Question: How stiff are SiC and ZnS in this calculation?

I am comparing bulk moduli calculated with a van der Waals density functional with measured ones. The calculated moduli I can see run from about 70 GPa for aluminium to over 400 GPa for diamond, and each is too low, by 4 to 15% of the measured value. The entries for SiC and ZnS are still covered up. Can I work out both moduli from the other rows, and say how far below experiment they will lie?

GPAW 26.7.0, Kohn-Sham DFT with optPBE-vdW and plane waves, for bulk crystals without spin polarization. Each computed bulk modulus is taken at the minimum of an equation of state fitted to the energies at seven volumes, from 0.94 to 1.06 times that of the given cell. The Fermi-Dirac smearing width is 0.05 eV.

```
formula  space group  volume of the given cell (Å³/atom)                   potentials or basis  wave cutoff (eV)    k-mesh  computed bulk modulus (GPa)  measured bulk modulus (GPa)  range of the values found (GPa)                                                           what was measured, and how                         source  computed over measured, less one (%)
    ZnS        F-43m                               19.73  GPAW PAW data sets (gpaw data 1.2.1)               600     7x7x7                            ?                            ?                                ?                                                                                    ?                              ?                                     ?
     Al        Fm-3m                               16.60  GPAW PAW data sets (gpaw data 1.2.1)               600  11x11x11                         70.6                         76.9                        one value                                    bulk modulus; literature experiment; bulk crystal             pmc:3831299 (2013)                                  -8.2
    BAs        F-43m                               13.63  GPAW PAW data sets (gpaw data 1.2.1)               800     8x8x8                        125.4                          148                        one value                              literature experimental value; not stated; bulk crystal        arXiv:1911.11281 (2019)                                 -15.3
     BP        F-43m                               11.68  GPAW PAW data sets (gpaw data 1.2.1)               800  10x10x10                        156.5                          174                       173 to 179  B0, Murnaghan EOS fit with V0 fixed at 93.45 A^3; XRD in diamond anvil cell; powder        arXiv:1505.05714 (2015)                                 -10.1
    SiC        F-43m                               10.35  GPAW PAW data sets (gpaw data 1.2.1)               800  10x10x10                            ?                            ?                                ?                                                                                    ?                              ?                                     ?
      C        Fd-3m                                5.67  GPAW PAW data sets (gpaw data 1.2.1)               800  10x10x10                        423.5                          442                   441.8 to 444.8                             B0 from ultrasound; ultrasonic measurement; bulk crystal  arXiv:cond-mat/0702656 (2007)                                  -4.2
```

Answer:

You can, if you treat it as two questions: what makes a crystal stiff, and why this functional makes it too soft. A useful figure for the second is that a volume too large by 1% costs roughly 4% of the bulk modulus. A useful figure for the first is that doubling the volume per atom in a tetrahedral crystal cuts the modulus by somewhat more than half.

Start with the softness. The bulk modulus is the resistance to a uniform change of volume, and the computed one is taken at the minimum of the energy curve. That minimum does not lie at the volume of the given cell, which is close to the measured one. In the same runs the volume at the minimum is larger by 1.5% for diamond, about 2.3% for BP and 4.0% for BAs. These are the three tetrahedral crystals with known results, and their errors against experiment grow in the same order.

A crystal that has expanded is easier to squeeze, because its bonds are already stretched. The size of the effect follows from the pressure derivative B′, the rate at which the modulus rises with pressure:

B(V) = B₀ (V₀/V)^B′

Here V₀ is the volume at the minimum, B₀ the modulus there and V the volume of the given cell. For BAs, B′ is about 4.5, so the modulus rises from 125.4 GPa to 125.4 × 1.040^4.5 ≈ 150 GPa, against a measured 148 GPa.

The same step brings all four known rows, aluminium included, to within 3% of experiment. Most of the softness therefore comes from the overlarge equilibrium volume, a known tendency of this functional in solids. I would not read a cause into what remains. The measured values contain thermal and zero-point effects, those for Al and BAs rest on one value each, and no convergence tests are at hand.

Now the stiffness itself. In a tetrahedral crystal the atoms are held by directed bonds of length d. The energy scale of such a bond falls roughly as d^−2.5. Its charge fills a tube of nearly fixed width, so the volume of the bond grows as d. A bulk modulus has the units of energy per volume, and dividing the one by the other gives d^−3.5.

This argument gives a trend, not an absolute value. An empirical correction goes with it: the modulus drops by roughly 11%, a recalled figure, for each step s by which the two atoms' groups in the periodic table move away from group IV. Thus s is 0 for C and SiC, 1 for BP and BAs, and 2 for ZnS. The rule reads

B = A (1 − 0.11 s) d^−3.5

I fitted only the prefactor A, to C, BP and BAs. Aluminium stays out because it is a close-packed metal without such bonds. With d in Å and B in GPa, A is exp(7.532) ≈ 1867. Since A comes from computed moduli, it already contains the average softness of those three crystals.

SiC, which was not part of the fit, shows how the rule is used. The bond length follows from the volume per atom V of the given cell:

d³ = (3√3/8) V = 0.6495 × 10.35 Å³ = 6.72 Å³, so d = 1.887 Å

B = 1867 × 1.887^−3.5 ≈ 202 GPa

There is a simpler alternative: forget the groups and let the modulus follow a free power of the volume. Fitted to the same three crystals, it reproduces them within half a percent. That is weak evidence, since two constants were adjusted to three values. For SiC it gives about 184 GPa, so SiC can help to choose between the two descriptions. For ZnS they nearly agree.

My forecasts for the computed moduli are these.

SiC: about 202 GPa, range 182 to 222. It should be clearly stiffer than BP and far softer than diamond.

ZnS: about 74 GPa, range 63 to 85. It should be the softest of the tetrahedral crystals.

Both should lie below their measured values by about 9%, the average of the four known rows, give or take 8 percentage points.

The ranges are judgements, because three fitted crystals cannot supply a statistical error bar. In per cent, the one for ZnS is the wider, 15% either way against 10%, since its bond is longer than any in the fit and its group step of 2 is untested. There is also a warning in the known rows: the rule is about 4% too low for diamond and 4% too high for BAs. I made no correction for this drift on the strength of three crystals.

The withheld rows as computed:

```
formula  space group  volume of the given cell (Å³/atom)                   potentials or basis  wave cutoff (eV)    k-mesh  computed bulk modulus (GPa)  measured bulk modulus (GPa)  range of the values found (GPa)                                   what was measured, and how                  source  computed over measured, less one (%)
    ZnS        F-43m                               19.73  GPAW PAW data sets (gpaw data 1.2.1)               600     7x7x7                         65.2                         76.9                        one value  B0; experimental value quoted from literature; bulk crystal  arXiv:0911.5022 (2009)                                 -15.2
    SiC        F-43m                               10.35  GPAW PAW data sets (gpaw data 1.2.1)               800  10x10x10                        206.1                          225                        one value      bulk modulus B; quoted earlier experiment; bulk crystal      pmc:9505936 (2022)                                  -8.4
```

SiC comes out at 206 GPa, and the rule was 2% too low. The power law in volume alone was 11% too low, although it had fitted the known crystals better. So SiC behaves more like a stretched diamond than like a compressed BP, as the group step supposes. This is one crystal, though, and 184 GPa also lay inside my range, so the range by itself could not have decided the matter.

Nor does the success explain the group step. It counts how far each atom's number of valence electrons departs from four, not how much charge moves between the atoms: BP is hardly polar, while SiC is distinctly so. The count works here, but a simple story in which polarity weakens the bond does not follow from it.

ZnS is the poorer forecast. It comes out at 65 GPa, so the rule was 14% too high and the result sits near the lower end of the range. It is indeed the softest of the tetrahedral crystals. The power law in volume alone missed by a similar amount, 16%, so ZnS does not decide between the two descriptions.

The ZnS miss comes mainly from overexpansion. The prefactor carries the average softness of C, BP and BAs, but ZnS expands more than any of them: its computed minimum lies at 20.82 Å³ per atom, 5.5% above the given volume. With its B′ of about 4.26, the modulus at the given volume is 65.2 × 1.055^4.26 ≈ 82 GPa. The same step raises the three fitted crystals by a factor of about 1.11 on average. Taking that average off again leaves 82/1.11 ≈ 74 GPa, which is what the rule forecast. The longer bond and the larger group step therefore show no clear error of their own, although in a single crystal two errors could cancel.

The forecast of the error against experiment held for both crystals. SiC is 8% too soft, close to the expected 9%. ZnS, at 15%, is within the stated margin but well away from its centre. Overexpansion is more than large enough to explain both errors. The computed minimum of SiC lies 3.2% above its given volume, and moving back to that volume raises the modulus to about 233 GPa. SiC is then 4% too stiff, and ZnS, at 82 GPa, 7% too stiff. With one measured value for each, I would not read a cause into this overshoot.

With all five tetrahedral crystals in view, the drift I left uncorrected has a clear pattern. Ordered by bond length, C, SiC, BP, BAs, ZnS, the rule passes steadily from too low to too high. The computed moduli fall faster with bond length than d^−3.5 and the group step allow. The main reason is overexpansion, which is smallest for diamond and largest for ZnS. If all five moduli are taken at the given volumes and the prefactor is refitted to C, BP and BAs, the steady drift disappears and the rule meets every crystal within 4%.

To guess a neighbouring tetrahedral crystal, then, find the known one with the closest bond length and the same group step, and scale from it by d^−3.5. A single prefactor for the whole family is best kept between the bond lengths that fixed it, and even there only SiC has tested it. If you need a modulus to compare with experiment and know the measured volume, take the modulus from the calculated energy curve at that volume instead of at its minimum. In these six rows that reduced errors of 4 to 15% to between 1 and 7%, with ZnS the worst.

The printed output below lists both fits and the miss for each crystal.

Output of the analysis:

```
fit of lnpre on 3 rows (tetra): constant 7.532 +/- 0.022; rms 0.0316, worst BAs 0.0396, leave-one-out rms 0.0473
  rows outside the fit (model, value, miss): ZnS 7.532, 7.402, 0.13; Al 7.532, 7.031, 0.501; SiC 7.532, 7.551, -0.0196
fit of lny on 3 rows (tetra): constant 8.452 +/- 0.019, coefficient of lnvol -1.384 +/- 0.0084; rms 0.00323, worst BP -0.00427, leave-one-out rms 0.0249
  rows outside the fit (model, value, miss): ZnS 4.323, 4.177, 0.146; Al 4.562, 4.257, 0.305; SiC 5.216, 5.328, -0.112
Forecasts and computed moduli (GPa; misses in %; rule not meant for Al):
  row   rule    low   high  computed  rule miss %  volume only  volume-only miss %  error against measured %  mean error less this error
  ZnS  74.26  63.12   85.4      65.2         13.9        75.41               15.66                     -15.2                        5.75
   Al  116.5  104.8  128.1      70.6        64.97        95.79               35.67                      -8.2                       -1.25
  BAs  130.5  117.4  143.5     125.4        4.035        125.8              0.3528                     -15.3                        5.85
   BP  156.2  140.6  171.8     156.5      -0.1863        155.8             -0.4265                     -10.1                        0.65
  SiC  202.1  181.9  222.3     206.1       -1.941        184.2              -10.61                      -8.4                       -1.05
    C  407.8  367.1  448.6     423.5       -3.699        423.8             0.07526                      -4.2                       -5.25
Mean error of the four known rows against measured, %: -9.45
Minimum volume over given volume, less one, % (Al, BAs, BP, C): 2.406, 3.994, 2.261, 1.492
Modulus moved to the given volume, GPa (Al, BAs, BP, C): 78.77, 149.6, 171.3, 446.5
Error against measured at the given volume, % (Al, BAs, BP, C): 2.434, 1.109, -1.566, 1.014
```
